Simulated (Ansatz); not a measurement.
## HfN under changes of volume

One of the cells (11.482 Å³/atom); the others are scaled copies at fixed shape and fractional positions:

```xyz
2
Lattice="0.0000 2.2560 2.2560 2.2560 0.0000 2.2560 2.2560 2.2560 0.0000" Properties=species:S:1:pos:R:3 pbc="T T T"
Hf    0.0000    0.0000    0.0000
N     2.2560    2.2560    2.2560
```

```yaml
Program: Ansatz 0.2.0
Functional: LDA
Potentials_or_basis: all-electron LAPW, scalar-relativistic
Cutoff: 343 eV (chosen from the basis error)
Basis_error_allowed: 0.001 eV/atom
k_mesh: 10 × 10 × 10
Occupations: fermi-dirac, width 0.05 eV
Spin: no spin polarisation
```

```csv
volume (Å³/atom),energy over the lowest point (meV/atom),pressure (GPa)
10.793,?,?
11.023,0.67,3.7
11.252,0.00,-2.6
11.482,7.83,-8.2
11.712,23.29,-13.2
11.941,45.59,-17.8
12.171,74.03,-21.8
```

Question: What does the run at 10.793 Å³/atom give?

Answer: Energy over the lowest point 10.82 meV/atom; pressure 10.7 GPa.

Worked out: A Birch-Murnaghan fit of order 3 (a polynomial in V^(-2/3)) to the other rows has its minimum at 11.15 Å³/atom with B0 = V·E''(V) = 302 GPa and B' = 4.3. It gives 10.88 meV/atom at 10.793 Å³/atom, against the run's 10.82, and -dE/dV = 10.7 GPa, against 10.7.

Energies are extrapolated to zero smearing.
